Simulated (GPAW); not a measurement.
# RbBr (Fm-3m): one start, several treatments of the self-energy

Aim: compare treatments of exchange, screening and correlation for the gap of RbBr (Fm-3m).

Program: GPAW 26.7.0. Level of theory: PBE and many-body steps on it, plane waves. Results are calculated unless marked as measured.

The database entry behind the starting cell differs from later determinations by our own check (about 0.5 % short), so it need not match the best structure at ambient conditions.

## (1) Set-up

The structure is cubic, space group Fm-3m (No. 225). The conventional cell has a = 6.854 Å, b = 6.854 Å, c = 6.854 Å, α = 90.00°, β = 90.00°, γ = 90.00°. Nearest to Rb lie 6 Br at 3.43 Å. Br has 6 Rb at 3.43 Å nearest. Farther neighbours and most contacts between anions are not listed.

As a file:

```cif
data_structure
_symmetry_space_group_name_H-M 'Fm-3m'
_symmetry_Int_Tables_number 225
_cell_length_a 6.8540
_cell_length_b 6.8540
_cell_length_c 6.8540
_cell_angle_alpha 90.000
_cell_angle_beta 90.000
_cell_angle_gamma 90.000
_cell_volume 321.98
loop_
_atom_site_label
_atom_site_type_symbol
_atom_site_symmetry_multiplicity
_atom_site_Wyckoff_symbol
_atom_site_fract_x
_atom_site_fract_y
_atom_site_fract_z
_atom_site_occupancy
Rb1 Rb 4 a 0.00000 0.00000 0.00000 1
Br1 Br 4 b 0.50000 0.00000 0.00000 1
```

The cell and positions come from the Crystallography Open Database and are kept as given unless a step says otherwise.

## (2) Empty states on the mesh, 4×4×4 mesh, 140 bands

This step: GPAW 26.7.0; DFT, PBE, plane waves, PAW.

The sums over transitions need many empty states on a uniform mesh; this step solves for them.

run.py

```python
import json
import numpy as np
from gpaw.mpi import world
from gpaw import GPAW

calc = GPAW('gs.gpw').fixed_density(kpts={'size': (4, 4, 4), 'gamma': True},
    parallel={'domain': 1, 'band': 1},
    txt='nscf.txt')
calc.diagonalize_full_hamiltonian(nbands=140)
calc.write('full.gpw', mode='all')
res = {}
kpts = calc.get_ibz_k_points()
res['kpts'] = kpts
res['eigenvalues'] = [calc.get_eigenvalues(kpt=k) for k in range(len(kpts))]
res['n_electrons'] = calc.get_number_of_electrons()

if world.rank == 0:
    with open('result.json', 'w') as f:
        json.dump(res, f, default=lambda x: x.tolist())
```

Started as:

```
$ mpirun -n 4 gpaw python run.py
```

Numbers of over 12 decimals in the logs are rounded to 6 here.

The program printed:

```text
Diagonalizing LCAO Hamiltonian
Converting LCAO to pw mode
convergence criteria:
- Maximum integral of absolute [eigenst]ate change: 4e-08 eV^2 / valence electron
maximum number of iterations: 100

SCF iterations
|iter     |     time |      energy | eigst |  dens |
|iter:   1|  |             | +1.56 |       |
|iter:   2|  |             | +0.38 |       |
|iter:   3|  |             | -0.51 |       |
[...]
|iter:  14|  |             | -6.93 |       |
|iter:  15|  |             | -7.34 |       |
|iter:  16|  |             | -7.68c|       |
SCF steps: 16
  __  _  _
 | _ |_)|_||  |
 |__||  | ||/\| - 26.7.0

Input parameters:
  mode=PW(ecut=450.000000),
  convergence={'density': 1e-06, 'bands': -3},
  gpts=array([24, 24, 24]),
  kpts=MonkhorstPack(size=(4, 4, 4), gamma=True),
  maxiter=100,
  nbands=15,
  occupations=Occupations(name='fermi-dirac', width=0.001, fixmagmom=False),
  parallel={'domain': 1, 'band': 1},
  xc=XC(name='PBE')
Matrix size: 1807x1807
# Writing to full.gpw (mode='all')
  [... matrices ...]

timing:  # [seconds]
  Total: 13.047  # ━━━━━━━━━━━━━━━━━━━━━━━━━━━━━━━━━━━━━━━━━━━━━━━━━━━━━━━━━━
```

It took 18 s on 4 MPI ranks of Arm Neoverse V1, shared host; peak memory 1.6 GiB; 70 s of CPU time.

Numbers from this step:

```yaml
gap: 4.368 eV
k_of_the_valence_top: 0, 0, 0
k_of_the_conduction_bottom: 0, 0, 0
least_direct_gap: 4.368 eV
k_points_computed: 8
lowest_point_of_the_top_converged_band_above_the_valence_top: 74.6842 eV
```

On this mesh the gap is 4.368 eV.

## (3) G0W0, Godby-Needs plasmon pole

G0W0 replaces the xc potential by the self-energy, built once from these orbitals. Only a window of levels is corrected, while the sums run over the empty bands that the input names.

This step: G0W0 with a vertex from the rALDA kernel on PBE, plane waves, PAW.

run.py

```python
import json
import numpy as np
from gpaw.mpi import world
from gpaw.response.g0w0 import G0W0

gw = G0W0('full.gpw',
    filename='gw',
    kpts=[0],
    bands=(6, 10),
    ecut=80,
    nbands=130,
    integrate_gamma='WS',
    ppa=True,
    xc='rALDA',
    fxc_mode=None,
    fxc_modes=['GWP', 'GWS', 'GWG'],
    do_GW_too=True)
gw.calculate()
res = {mode: {k: v for k, v in r.items() if k != 'sigma_eskwn'}
       for mode, r in gw.all_results.items()}

if world.rank == 0:
    with open('result.json', 'w') as f:
        json.dump(res, f, default=lambda x: x.tolist())
```

Started as:

```
$ mpirun -n 4 gpaw python run.py
```

The program printed:

```text
Using integrator: PointIntegrator
FrequencyGridDescriptor(from 0.000+0.000j to 0.000+27.211j eV, 2 points)
Nonperiodic BCs:  [False False False]
Using integrator: PointIntegrator
FrequencyGridDescriptor(from 0.000+0.000j to 0.000+27.211j eV, 2 points)
Nonperiodic BCs:  [False False False]
  ___  _ _ _
 |   || | | |
 | | || | | |
 |__ ||_____|
 |___|

BZ k-points: Symmetries present (total): 48

  [... matrices ...]
64 k-points: 4 x 4 x 4 Monkhorst-Pack grid + [1/8,1/8,1/8]
8 k-points in the irreducible part of the Brillouin zone
       k-points in crystal coordinates                weights
   0:     0.00000000    0.00000000    0.00000000          1/64
   1:     0.25000000    0.25000000    0.00000000          6/64
   2:     0.25000000    0.25000000    0.25000000          8/64
   3:     0.50000000    0.25000000   -0.25000000          6/64
   4:     0.50000000    0.25000000    0.25000000         12/64
   5:     0.50000000    0.50000000    0.00000000          3/64
   6:     0.50000000    0.50000000    0.25000000         24/64
   7:     0.50000000    0.50000000    0.50000000          4/64

Distributing spins, k-points and bands (1 x 1 x 4) over 4 processes
Number of blocks: 1

Quasi particle states:
k-points (IBZ indices): [0]
Band range: (6, 10)
  [... matrices ...]
Computational parameters:
Plane wave cut-off: 80 eV
Number of bands: 130
Coulomb cutoff: None
Broadening: 0.1 eV

fxc modes: GW, GWG, GWP, GWS
Kernel: rALDA
Using Godby-Needs plasmon-pole approximation:
  Fitting energy: i*E0, E0 = 1.000 Hartree
Summing all q:

Calculating screened Coulomb potential
No Coulomb truncation
FrequencyGridDescriptor(from 0.000+0.000j to 0.000+27.211j eV, 2 points)
Removing empty qpoint cache files...

Calculating chi0 body with:
    Ground state adapter containing:
    Number of spins: 1
    Number of kpoints: 64
    Number of irreducible kpoints: 8
    Number of completely occupied states: 8
    Number of partially occupied states: 8
    Occupied states memory: 1.6875 M / cpu

    Linear response parametrization:
    q_c: [0.0, 0.0, 0.0]
    Number of frequency points: 2
    Planewave cutoff: 80.0
    Number of bands: 130
    Number of planewaves: 137
    Broadening (eta): 1e-06
    comm.size: 4
    kncomm.size: 4
    blockcomm.size: 1

    Memory estimate of potentially large arrays:
        chi0_wGG: 0.572784 M / cpu
Integrating chi0 body.

Symmetries of q_c:
    Direct symmetries (Uq -> q): 48
    Indirect symmetries (TUq -> q): 0
In total 48 allowed symmetries.

  [... matrices ...]
8 groups of equivalent kpoints. 87.5% reduction.

Integral kind: response function
Integrating chi0 head and wings.

Symmetries of q_c:
    Direct symmetries (Uq -> q): 48
    Indirect symmetries (TUq -> q): 0
In total 48 allowed symmetries.

  [... matrices ...]
8 groups of equivalent kpoints. 87.5% reduction.

Integral kind: response function wings
Calculating rALDA kernel at 80.0 eV cutoff
q point 0 complete
q point 1 complete
q point 2 complete
q point 3 complete
q point 4 complete
q point 5 complete
q point 6 complete
q point 7 complete

Calculating chi0 body with:
    Ground state adapter containing:
    Number of spins: 1
    Number of kpoints: 64
[... the further q-points ...]

Results:
f:      Occupation numbers
eps:     KS-eigenvalues [eV]
vxc:     KS vxc [eV]
exx:     Exact exchange [eV]
sigma:   Self-energies [eV]
dsigma:  Self-energy derivatives
Z:       Renormalization factors
qp:      QP-energies [eV]

k-point 0 (0): (0.000, 0.000, 0.000)                GWP
band       f     eps     vxc     exx   sigma  dsigma       Z      qp
                                                                  GWP
   6   1.000  -0.082 -15.451 -19.335   1.854  -0.231   0.812  -1.732
   7   1.000  -0.082 -15.451 -19.335   1.854  -0.231   0.812  -1.732
   8   0.000   4.286  -7.670  -4.190  -2.986  -0.155   0.866   4.714
   9   0.000   7.203  -7.950  -3.803  -3.090  -0.156   0.865   8.117
                                                                  GWS
   6   1.000  -0.082 -15.451 -19.335   2.079  -0.193   0.838  -1.596
   7   1.000  -0.082 -15.451 -19.335   2.079  -0.193   0.838  -1.596
[...]
GWG
[...]
GW
[...]
7   1.000  -0.082 -15.451 -19.335   1.813  -0.215   0.823  -1.787
   8   0.000   4.286  -7.670  -4.190  -2.800  -0.142   0.876   4.881
   9   0.000   7.203  -7.950  -3.803  -2.903  -0.145   0.873   8.289
```

Wall time 1.8 min (4 MPI ranks); peak memory 2.9 GiB.

This step gave:

| Quantity | Value |
| --- | --- |
| gap with the vertex in the polarisability | 6.446 eV |
| gap with the vertex in the self-energy | 6.973 eV |
| gap with the vertex in both | 6.790 eV |
| G0W0 gap on the points computed | 6.668 eV |
| least direct G0W0 gap on the computed points | 6.668 eV |
| Z at the valence top | 0.8228 |
| Z at the conduction bottom | 0.8760 |
| starting gap on the mesh | 4.368 eV |
| k of the valence top | 0, 0, 0 |
| k of the conduction bottom | 0, 0, 0 |

The gap on the mesh goes from 4.37 eV to 6.67 eV, a correction of +2.30 eV.

## (4) G0W0 with rALDA vertex

run.py, as its differences from that of step 3:

```diff
@@ -9,4 +9,4 @@
     bands=(6, 10),
-    ecut=80,
-    nbands=130,
+    ecut=48,
+    nbands=60,
     integrate_gamma='WS',
@@ -14,5 +14,3 @@
     xc='rALDA',
-    fxc_mode=None,
-    fxc_modes=['GWP', 'GWS', 'GWG'],
-    do_GW_too=True)
+    fxc_mode='GWG')
 gw.calculate()
```

Started as:

```
$ mpirun -n 4 gpaw python run.py
```

The program printed:

```text
Using integrator: PointIntegrator
FrequencyGridDescriptor(from 0.000+0.000j to 0.000+27.211j eV, 2 points)
Nonperiodic BCs:  [False False False]
Using integrator: PointIntegrator
FrequencyGridDescriptor(from 0.000+0.000j to 0.000+27.211j eV, 2 points)
Nonperiodic BCs:  [False False False]
  ___  _ _ _
 |   || | | |
 | | || | | |
 |__ ||_____|
 |___|

BZ k-points: Symmetries present (total): 48

  [... matrices ...]
64 k-points: 4 x 4 x 4 Monkhorst-Pack grid + [1/8,1/8,1/8]
8 k-points in the irreducible part of the Brillouin zone
       k-points in crystal coordinates                weights
   0:     0.00000000    0.00000000    0.00000000          1/64
   1:     0.25000000    0.25000000    0.00000000          6/64
   2:     0.25000000    0.25000000    0.25000000          8/64
[...]
6:     0.50000000    0.50000000    0.25000000         24/64
   7:     0.50000000    0.50000000    0.50000000          4/64

Distributing spins, k-points and bands (1 x 1 x 4) over 4 processes
Number of blocks: 1

Quasi particle states:
k-points (IBZ indices): [0]
Band range: (6, 10)
  [... matrices ...]
Computational parameters:
Plane wave cut-off: 48 eV
Number of bands: 60
Coulomb cutoff: None
Broadening: 0.1 eV

fxc modes: GWG
Kernel: rALDA
Using Godby-Needs plasmon-pole approximation:
  Fitting energy: i*E0, E0 = 1.000 Hartree
Summing all q:

Calculating screened Coulomb potential
No Coulomb truncation
FrequencyGridDescriptor(from 0.000+0.000j to 0.000+27.211j eV, 2 points)
Removing empty qpoint cache files...

Calculating chi0 body with:
    Ground state adapter containing:
    Number of spins: 1
    Number of kpoints: 64
    Number of irreducible kpoints: 8
    Number of completely occupied states: 8
    Number of partially occupied states: 8
    Occupied states memory: 1.6875 M / cpu

    Linear response parametrization:
    q_c: [0.0, 0.0, 0.0]
    Number of frequency points: 2
    Planewave cutoff: 48.0
    Number of bands: 60
    Number of planewaves: 59
    Broadening (eta): 1e-06
    comm.size: 4
    kncomm.size: 4
    blockcomm.size: 1

    Memory estimate of potentially large arrays:
        chi0_wGG: 0.106232 M / cpu
Integrating chi0 body.

Symmetries of q_c:
    Direct symmetries (Uq -> q): 48
    Indirect symmetries (TUq -> q): 0
In total 48 allowed symmetries.

  [... matrices ...]
8 groups of equivalent kpoints. 87.5% reduction.

Integral kind: response function
Integrating chi0 head and wings.

Symmetries of q_c:
    Direct symmetries (Uq -> q): 48
    Indirect symmetries (TUq -> q): 0
In total 48 allowed symmetries.

  [... matrices ...]
8 groups of equivalent kpoints. 87.5% reduction.

Integral kind: response function wings
Calculating rALDA kernel at 48.0 eV cutoff
q point 0 complete
q point 1 complete
q point 2 complete
[...]
q point 6 complete
q point 7 complete

Calculating chi0 body with:
    Ground state adapter containing:
    Number of spins: 1
    Number of kpoints: 64
[... the further q-points ...]

Results:
f:      Occupation numbers
eps:     KS-eigenvalues [eV]
vxc:     KS vxc [eV]
exx:     Exact exchange [eV]
sigma:   Self-energies [eV]
dsigma:  Self-energy derivatives
Z:       Renormalization factors
qp:      QP-energies [eV]

k-point 0 (0): (0.000, 0.000, 0.000)                GWG
band       f     eps     vxc     exx   sigma  dsigma       Z      qp
                                                                  GWG
   6   1.000  -0.082 -15.451 -19.335   2.298  -0.193   0.838  -1.411
   7   1.000  -0.082 -15.451 -19.335   2.299  -0.193   0.838  -1.411
   8   0.000   4.286  -7.670  -4.190  -2.341  -0.124   0.890   5.299
   9   0.000   7.203  -7.950  -3.803  -2.418  -0.131   0.884   8.731
```

It took 31 s on 4 MPI ranks; peak memory 1.7 GiB; 2 min of CPU time.

Numbers from this step:

```yaml
quasiparticle_gap_on_the_points_computed: 6.711 eV
least_direct_quasiparticle_gap_on_the_computed_points: 6.711 eV
z_at_the_valence_top: 0.8379
z_at_the_conduction_bottom: 0.8896
starting_gap_on_the_mesh: 4.368 eV
k_of_the_valence_top: 0, 0, 0
k_of_the_conduction_bottom: 0, 0, 0
```

Against G0W0 in GPAW (4×4×4 mesh, 130 bands, screening to 80 eV, Godby-Needs plasmon pole), the gap moves by +0.042 eV.

## (5) Side by side

Times are wall times on 4 MPI ranks of Arm Neoverse V1, shared host, good to a factor of about two.

| run | mesh | bands | screening cutoff (eV) | DFT gap (eV) | gap on the mesh (eV) | direct (eV) | time |
| --- | --- | --- | --- | --- | --- | --- | --- |
| G0W0, Godby-Needs plasmon pole | 4×4×4 | 130 | 80 | 4.368 | 6.668 | 6.668 | 1.8 min |
| G0W0 with rALDA vertex | 4×4×4 | 60 | 48 | 4.368 | 6.711 | 6.711 | 31 s |

## (6) Summary of results

| Property | Result |
| --- | --- |
| G0W0, Godby-Needs plasmon pole | 6.668 eV |
| G0W0 with rALDA vertex | 6.711 eV |
| known limits | not at the basis limit; no spin-orbit coupling |

G0W0 with rALDA vertex: +0.042 eV against G0W0, Godby-Needs plasmon pole, at other bands or cutoff, so not like for like. With the rALDA kernel as a vertex the gap is 6.45 eV (in the polarisability), 6.97 eV (in the self-energy) and 6.79 eV (in both), against 6.67 eV without. Bands and cutoff are finite, so the gap is not at the basis limit. The miss can reach some tenths of an eV and take either sign; the mesh is an error of its own. These stock PAW sets were not made for GW; the filled d or f shell of Br lies in the frozen core, which bears on start and correction. In the G0W0 runs levels were corrected at 1 k point alone, so a gap called «on the mesh» is the least over those, and an edge elsewhere would be missed. The many-body steps are scalar-relativistic: spin-orbit coupling is not in them.

[Paths, hosts, dates, memory and timing lines, banners, echoed tables and standing remarks are left out of the program output.]

[Logs are printed without paths, hosts, clocks, repeated set-up lines and the standing remarks that a program may print on its own settings, such as how far it seeks lower states.]

[Runs of the session that timed out or met a known fault of the program may be left out.]

[Hosts, paths, dates, database ids (printed as entryN), source tags and the programs' standing remarks are cut or masked in the printed files.]
